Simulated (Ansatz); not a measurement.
# Te2Mo in Ansatz: further runs

The runs below take Te2Mo through band structure, with PBE, PBEsol.

Everything below comes from runs of Ansatz 0.2.0. Logs are shortened: lines on timing, memory, paths and dates and some standing lists are left out, and cuts for length are marked.

## (1) Starting point

The cell holds a slab with vacuum, 6 atoms: a = 3.560 Å, b = 3.560 Å, c = 24.811 Å, α = 90.00°, β = 90.00°, γ = 120.00°.

## (2) Band structure, PBE

input.yaml

```yaml
crystal:
  lattice:
    - [3.5603917377, 0.0, 0.0]
    - [-1.7801958688, 3.0833896922, 0.0]
    - [0.0, 0.0, 24.8112624]
  atoms:
    - { symbol: Te, position: [0.3333333333, 0.6666666667, 0.22363948] }
    - { symbol: Te, position: [0.6666666667, 0.3333333333, 0.92062886] }
    - { symbol: Te, position: [0.6666666667, 0.3333333333, 0.77636052] }
    - { symbol: Te, position: [0.3333333333, 0.6666666667, 0.07937114] }
    - { symbol: Mo, position: [0.6666666667, 0.3333333333, 0.15154149] }
    - { symbol: Mo, position: [0.3333333333, 0.6666666667, 0.84845851] }
hamiltonian:
  xc: pbe
  pseudopotentials: { kind: paw }
kpoints:
  mp_grid: { grid: [9, 9, 2] }
  band_path:
    path:
      - [[0.0, 0.0, 0.0], [0.5, 0.0, 0.0], [0.3333333333, 0.3333333333, 0.0], [0.0, 0.0, 0.0], [0.0, 0.0, 0.5], [0.5, 0.0, 0.5], [0.3333333333, 0.3333333333, 0.5], [0.0, 0.0, 0.5]]
      - [[0.5, 0.0, 0.5], [0.5, 0.0, 0.0]]
      - [[0.3333333333, 0.3333333333, 0.0], [0.3333333333, 0.3333333333, 0.5]]
    npoints: 14
scf:
  occupations: { method: fermi_dirac, width: 0.05 }
  n_extra_bands: 15
output:
  forces: true
  stress: true
  eigenvalues: true
  fatbands: false
  write_density: true
  write_potential: true
  elf: true
  volumetric_format: npy
```

Potentials or basis: Ansatz PAW.

Command:

```bash
> ansatz run input.yaml --threads 2 --pin off --max-ram 5632MiB --backend cpu --events-out ev --progress --plain --runs-dir out
```

What it wrote:

```text
Warning: RAYON_NUM_THREADS=2 ignored (pool sized by the plan → 2); use --threads N
scf.n_extra_bands = 15 over 46 filled bands (N_el = 92.0): the run solves 61 bands
Engine: ansatz 0.2.0, x86_64-unknown-linux-gnu
Pseudopotentials: kind: paw
Pseudopotential: Te, paw, valence charge 16, recommended cutoff 420 eV (normal), Te.paw.azcp
Pseudopotential: Mo, paw, valence charge 14, recommended cutoff 420 eV (normal), Mo.paw.azcp
Functional definition: PBE
  parameter kappa = 0.804
  parameter beta = 0.06672455060314922
  exchange = pbe_x(kappa = kappa, mu = beta*pi^2/3)
  correlation = pbe_c(beta = beta)
Crystal: 6 atoms, lattice volume = 272.380 Å³
Basis set: ecut = 420 eV, 5261 PW (Γ), exchange–correlation on 48×48×360 points (8 copies of the dense FFT grid, shifted against one another)
Bands: 61, of which v1, the nominal top of the filled ones, is band 46 counted from 1 (45 counted from 0)
Symmetry: 12 space group operations
Space group: P-3m1 (ITA 164), of the structure as read, at distance tolerance 6.5e-5 Å
k-points: 24 of 162
Non-local potential: Te, projectors of the file, l = 0: 2, l = 1: 2, l = 2: 2, l = 3: 2
Non-local potential: Mo, projectors of the file, l = 0: 3, l = 1: 2, l = 2: 2, l = 3: 1
PAW form: soft (Blöchl's): semilocal exchange-correlation on the pseudo side does not see the compensation charge
PAW one-centre angular grid: Te, 590 points (default); XC on 64 Gauss nodes
PAW one-centre angular grid: Mo, 590 points (default); XC on 64 Gauss nodes
Initial density: superposition of atomic densities (neutral atoms: chi_scale 0, normalization atom), corrected by the library's trained network
Initial wavefunctions: pseudopotential atomic-orbital guess
Functional: x = pbe(κ = 0.804, μ = 0.2195149727645171), c = pbe(β = 0.06672455060314922)
SCF iter   1: F=—  HF=-37833.456731 eV  |F-HF|=—  |Δ(HF+E_count)|=         —  Δρ=3.60e-3  dr2=8.42e-2  ethr=1.77e-3  ⟨swp⟩=8.5  Hψ=6498  notcnv=0  defer=49
preconditioner: auto → Resta (q_TF=auto, 2.277 Å⁻¹)  ε∞=3.5  [insulator: Δε(μ)=1.033 eV  Ē_g=8.520 eV  σ=0.050 eV  W_gap=1.00  n_scr=70 (ndim 8)  ℏωp=13.5 eV  f_vac=0.420  D(μ)=0.00/eV (n_scr^D=0)  ε∞_Penn≈3.5  vacuum switching on, ρ_ref=5.3e-3 e/Å³]
SCF iter   2: F=—  HF=-37833.464137 eV  |F-HF|=—  |Δ(HF+E_count)|=   7.41e-3  Δρ=2.31e-3  dr2=7.05e-2  ethr=9.15e-5  ⟨swp⟩=2.6  Hψ=2377  notcnv=0  defer=152
SCF iter   3: F=—  HF=-37833.459998 eV  |F-HF|=—  |Δ(HF+E_count)|=   4.14e-3  Δρ=1.60e-3  dr2=3.11e-3  ethr=7.66e-5  ⟨swp⟩=2.0  Hψ=1652  notcnv=0  defer=152
SCF iter   4: F=—  HF=-37833.463002 eV  |F-HF|=—  |Δ(HF+E_count)|=   3.00e-3  Δρ=3.05e-4  dr2=1.91e-4  ethr=3.38e-6  ⟨swp⟩=2.0  Hψ=1673  notcnv=0  defer=152
SCF iter   5: F=—  HF=-37833.463126 eV  |F-HF|=—  |Δ(HF+E_count)|=   1.24e-4  Δρ=1.09e-4  dr2=6.63e-5  ethr=2.07e-7  ⟨swp⟩=2.1  Hψ=1752  notcnv=0  defer=152
SCF iter   6: F=—  HF=-37833.463184 eV  |F-HF|=—  |Δ(HF+E_count)|=   5.82e-5  Δρ=5.01e-5  dr2=1.22e-5  ethr=7.21e-8  ⟨swp⟩=2.0  Hψ=1548  notcnv=0  defer=152
SCF iter   7: F=—  HF=-37833.463190 eV  |F-HF|=—  |Δ(HF+E_count)|=   5.44e-6  Δρ=1.67e-5  dr2=9.36e-7  ethr=1.33e-8  ⟨swp⟩=2.0  Hψ=1662  notcnv=0  defer=152
SCF iter   8: F=—  HF=-37833.463191 eV  |F-HF|=—  |Δ(HF+E_count)|=   1.52e-6  Δρ=4.64e-6  dr2=1.14e-7  ethr=1.02e-9  ⟨swp⟩=2.2  Hψ=1754  notcnv=0  defer=152
SCF iter   9: F=-37833.463191 eV  HF=-37833.463191 eV  |F-HF|=2.76e-10  |Δ(HF+E_count)|=   9.99e-8  Δρ=8.66e-7  dr2=4.96e-9  ethr=1.09e-10  ⟨swp⟩=20.0  Hψ=11221  notcnv=0
SCF 1 converged in 9 iterations: F = -37833.463191 eV  dr2 = 4.96e-9
NSCF: frozen V_eff on 129 k-points
WARN: The output density's exchange-correlation potential varies sharply where the density is thin. Do not read a vacuum level from v_tot or v_xc, or from such a field of the output density. On a cell that repeats whose density bears no net charge and no dipole along the vacuum's axis use v_es (v_loc + v_h of the components); under efield.dipole_correction with no amplitude use v_es + v_field, which holds any external_charges[].barrier, or the levels of the report's work_function block, which leave it out; under a non-zero efield.amplitude the vacuum is tilted and has no level; on a cell that repeats and bears such a dipole with no correction it is tilted too, and efield.dipole_correction with no amplitude gives each side of its ramp a level where efield: is served; in a cell that repeats whose density bears a net charge (total_charge, or a fill off its count) it is curved and has none; of a slab under crystal.periodic whose density bears no net charge use v_es, which has a level on each side, short of where the two are joined; of another it falls or rises all the way out and has none; of a slab beside external_charges read slab_vacuum_level instead, which it has where they leave it neutral. The grid or the basis barely resolves most such structure, and the values can differ between equally converged runs; as a rule a tighter scf.convergence.dr2_threshold does not remove it. Where the density itself ripples (under the LDA too) a higher basis.ecutwfc lessens it. The files hold the spikes' plane waves up to the density's cutoff. Files: v_tot_of_output_density and the like, and their columns of v_z.tsv (output.write_potential); v_xc_of_output_density and the like, and their columns of v_comp_z.tsv (output.write_potential_components). Measured: with its Gaussian average of σ = 0.25 Å subtracted twice, the exchange-correlation potential is over 0.1 eV at 342 of the grid points where the equally averaged density (valence and model cores) is under 1e-3 e/Å³, and 0.341 eV at the most among them, at an averaged density of 6.7e-8 e/Å³. See output.write_potential in the manual, Limitations
SCF converged after 9 iterations
Free energy (F): -37833.463191 eV
Harris-Foulkes:  -37833.463191 eV  (|F-HF|=2.76e-10)
Internal energy: -37833.463187 eV  (E = F + TS)
E sigma→0 (E₀):  -37833.463189 eV
Entropy (-TS):   -0.000004 eV (-0.001 meV/atom)
Fermi energy:    5.081802 eV
--- Per-component energies (eV) ---
  E_band       = -1852.930887
  E_kinetic    = 1606.655015
  E_local      = -62248.284961  (includes V_loc(G=0)·N_el)
  E_nonlocal   = -952.702623
  E_hartree    = 31213.468040
  E_xc         = -864.441966
  E_vxc        = -875.057790  (∫ρ·V_xc dr)
  E_paw        = -25053.931863  (= ΣΔE_a)
  E_vpaw       = -1810.463397  (= ΣTr[D̂ρ^β])
  E_aug_tail   = -0.000650  (compensation charges beyond the density's cutoff)
  E_ewald      = 18465.775821
  E_smearing   = -0.000004  (= −TS)
  E_closure    = -0.000000  (closes the sum)
  Σ components = -37833.463191   (vs F -37833.463191, Δ=0.00e0)
--- Forces (eV/Å), atoms counted from 1 ---
  atom   1  Te     0.00000000     0.00000000     0.22837317
  atom   2  Te    -0.00000000    -0.00000000     0.21809705
  atom   3  Te     0.00000000    -0.00000000    -0.22837317
  atom   4  Te     0.00000000     0.00000000    -0.21809705
  atom   5  Mo     0.00000000    -0.00000000    -0.00408945
  atom   6  Mo     0.00000000     0.00000000     0.00408945
  max |Σ_I F_I| component: 1.11e-16 eV/Å
--- Stress (GPa, compression-positive) ---
        0.249248      -0.000000       0.000000
       -0.000000       0.249248       0.000000
        0.000000       0.000000       0.967216
  P = ⅓ Tr σ = 0.4886 GPa (4.886 kbar)
--- Band table (eV; the first three rows and the last of 24) ---
  k-point 0: bands = ["-56.1142", "-56.1142", "-31.9413", "-31.9413", "-31.9412", "-31.9412", "-31.9290", "-31.9290", "-31.9290", "-31.9290", "-31.8730", "-31.8730", "-31.8728", "-31.8728", "-31.8600", "-31.8600", "-31.8599", "-31.8599", "-31.8490", "-31.8486", "-31.8366", "-31.8365", "-30.2556", "-30.2556", "-30.1379", "-30.1379", "-30.1379", "-30.1379", "-8.0179", "-7.9613", "-7.0594", "-6.9669", "-0.5501", "-0.2149", "2.5238", "2.8584", "2.8584", "2.8608", "2.8608", "3.3078", "3.6456", "3.6456", "3.6513", "3.6513", "4.0536", "4.4478", "7.5915", "7.5915", "7.6157", "7.6157", "7.8748", "7.8748", "7.9189", "7.9189", "8.8081", "9.0480", "10.0418", "10.6538", "10.7522", "11.5875", "11.9062"]
  k-point 1: bands = ["-56.1142", "-56.1142", "-31.9413", "-31.9413", "-31.9412", "-31.9412", "-31.9290", "-31.9290", "-31.9290", "-31.9290", "-31.8730", "-31.8730", "-31.8728", "-31.8728", "-31.8600", "-31.8600", "-31.8599", "-31.8599", "-31.8490", "-31.8486", "-31.8366", "-31.8365", "-30.2556", "-30.2556", "-30.1379", "-30.1379", "-30.1379", "-30.1379", "-8.0179", "-7.9613", "-7.0594", "-6.9669", "-0.5501", "-0.2149", "2.5238", "2.8584", "2.8584", "2.8608", "2.8608", "3.3078", "3.6456", "3.6456", "3.6513", "3.6513", "4.0536", "4.4478", "7.5915", "7.5915", "7.6157", "7.6157", "7.8748", "7.8748", "7.9189", "7.9189", "8.8504", "8.9781", "10.2841", "10.3487", "10.8166", "11.4500", "12.1970"]
  k-point 2: bands = ["-56.1133", "-56.1133", "-31.9401", "-31.9401", "-31.9388", "-31.9387", "-31.9307", "-31.9307", "-31.9268", "-31.9268", "-31.8739", "-31.8738", "-31.8736", "-31.8735", "-31.8628", "-31.8628", "-31.8602", "-31.8602", "-31.8480", "-31.8477", "-31.8354", "-31.8353", "-30.2480", "-30.2480", "-30.1528", "-30.1528", "-30.1406", "-30.1406", "-7.8533", "-7.7972", "-6.9450", "-6.8559", "-0.3704", "-0.0380", "2.3124", "2.4923", "2.4992", "2.8010", "2.9928", "2.9972", "3.4302", "3.4381", "3.6757", "3.9076", "4.0610", "4.3900", "7.0308", "7.0326", "7.0646", "7.1527", "7.5199", "7.5800", "7.7304", "7.7735", "9.0499", "9.2824", "10.3983", "11.1982", "11.3149", "11.7730", "12.0532"]
  k-point 23: bands = ["-56.1055", "-56.1055", "-31.9441", "-31.9441", "-31.9246", "-31.9245", "-31.9187", "-31.9187", "-31.9177", "-31.9177", "-31.8916", "-31.8914", "-31.8797", "-31.8797", "-31.8655", "-31.8654", "-31.8653", "-31.8653", "-31.8423", "-31.8423", "-31.8259", "-31.8259", "-30.2428", "-30.2428", "-30.2005", "-30.2005", "-30.1841", "-30.1841", "-5.7910", "-5.7910", "-5.5350", "-5.5350", "0.0803", "0.1263", "0.2469", "0.2469", "0.7725", "0.8359", "1.5498", "1.5498", "1.7455", "1.7455", "2.8759", "2.8759", "4.5234", "4.5764", "5.6023", "5.6023", "6.3596", "6.6303", "7.0560", "7.0560", "8.5338", "8.5338", "9.3732", "9.8610", "9.8610", "9.9118", "11.9787", "11.9787", "12.6665"]
```

Run time: 75 s. Hardware: 2 threads of Intel Xeon at 2.50GHz (Skylake/Cascade Lake), shared host; peak memory 1.3 GiB.

What came out:

- Free energy: -37833.4632 eV
- Largest force: 0.228 eV/Å
- Band gap on the k mesh: 1.03 eV, direct
- Band gap along the path: 1.03 eV, direct

Forces on the atoms (eV/Å):
```
Te   0.000  0.000  0.228
Te   0.000  0.000  0.218
Te   0.000  0.000 -0.228
Te   0.000  0.000 -0.218
Mo   0.000  0.000 -0.004
Mo   0.000  0.000  0.004
```

Levels at the corners of the path, in eV from the valence-band top:
| point | band 42 | band 43 | band 44 | band 45 | band 46 | band 47 | band 48 | band 49 | band 50 | band 51 |
| --- | --- | --- | --- | --- | --- | --- | --- | --- | --- | --- |
| Γ | -0.93 | -0.93 | -0.93 | -0.52 | -0.13 | 3.02 | 3.02 | 3.04 | 3.04 | 3.30 |
| M | -1.58 | -0.75 | -0.74 | -0.40 | -0.35 | 1.35 | 1.37 | 1.67 | 1.75 | 3.05 |
| K | -2.83 | -1.70 | -1.70 | -0.05 | 0.00 | 1.03 | 1.03 | 1.78 | 2.05 | 2.48 |
| Γ | -0.93 | -0.93 | -0.93 | -0.52 | -0.13 | 3.02 | 3.02 | 3.04 | 3.04 | 3.30 |
| A | -0.93 | -0.93 | -0.93 | -0.52 | -0.13 | 3.02 | 3.02 | 3.04 | 3.04 | 3.30 |
| L | -1.58 | -0.75 | -0.74 | -0.40 | -0.35 | 1.35 | 1.37 | 1.67 | 1.75 | 3.05 |
| H | -2.83 | -1.70 | -1.70 | -0.05 | 0.00 | 1.03 | 1.03 | 1.78 | 2.05 | 2.48 |
| A | -0.93 | -0.93 | -0.93 | -0.52 | -0.13 | 3.02 | 3.02 | 3.04 | 3.04 | 3.30 |
| L | -1.58 | -0.75 | -0.74 | -0.40 | -0.35 | 1.35 | 1.37 | 1.67 | 1.75 | 3.05 |
| M | -1.58 | -0.75 | -0.74 | -0.40 | -0.35 | 1.35 | 1.37 | 1.67 | 1.75 | 3.05 |
| K | -2.83 | -1.70 | -1.70 | -0.05 | 0.00 | 1.03 | 1.03 | 1.78 | 2.05 | 2.48 |
| H | -2.83 | -1.70 | -1.70 | -0.05 | 0.00 | 1.03 | 1.03 | 1.78 | 2.05 | 2.48 |

Caveat: spin-orbit coupling is left out, which moves the levels of the heavy elements.

## (3) Band structure, PBEsol

Changes to input.yaml since step 2:

```diff
@@ -13,3 +13,3 @@
 hamiltonian:
-  xc: pbe
+  xc: pbesol
   pseudopotentials: { kind: paw }
```

Potentials or basis: Ansatz PAW.

Command:

```bash
> ansatz run input.yaml --threads 2 --pin off --max-ram 5632MiB --backend cpu --events-out ev --progress --plain --runs-dir out
```

Wall time 76 s (2 threads of Intel Xeon at 2.50GHz (Skylake/Cascade Lake), shared host); peak memory 1.3 GiB.

It converged, with:

```
Free energy             : -37402.5494 eV
Largest force           : 0.165 eV/Å
Band gap on the k mesh  : 1.02 eV, direct
Band gap along the path : 1.02 eV, direct
```

Forces on the atoms (eV/Å):
```
Te   0.000  0.000 -0.165
Te   0.000  0.000 -0.102
Te   0.000  0.000  0.165
Te   0.000  0.000  0.102
Mo   0.000  0.000 -0.006
Mo   0.000  0.000  0.006
```

Stress tensor (GPa, compression positive):
```
-1.89  0.00  0.00
 0.00 -1.89  0.00
 0.00  0.00 -0.87
```

Levels at the corners of the path, in eV from the valence-band top:
```csv
point,band 43,band 44,band 45,band 46,band 47,band 48,band 49,band 50
Γ,-0.92,-0.92,-0.52,-0.12,3.02,3.02,3.05,3.05
M,-0.75,-0.74,-0.39,-0.34,1.36,1.37,1.67,1.75
K,-1.68,-1.68,-0.06,0.00,1.02,1.02,1.77,2.05
Γ,-0.92,-0.92,-0.52,-0.12,3.02,3.02,3.05,3.05
A,-0.92,-0.92,-0.52,-0.12,3.02,3.02,3.05,3.05
L,-0.75,-0.74,-0.39,-0.34,1.36,1.37,1.67,1.75
H,-1.68,-1.68,-0.06,0.00,1.02,1.02,1.77,2.05
A,-0.92,-0.92,-0.52,-0.12,3.02,3.02,3.05,3.05
L,-0.75,-0.74,-0.39,-0.34,1.36,1.37,1.67,1.75
M,-0.75,-0.74,-0.39,-0.34,1.36,1.37,1.67,1.75
K,-1.68,-1.68,-0.06,0.00,1.02,1.02,1.77,2.05
H,-1.68,-1.68,-0.06,0.00,1.02,1.02,1.77,2.05
```

Caveat: spin-orbit coupling is left out, which moves the levels of the heavy elements; the PAW data sets come from PBE, with cores solved anew for the run's functional, which leaves a small shift of forces and pressure.
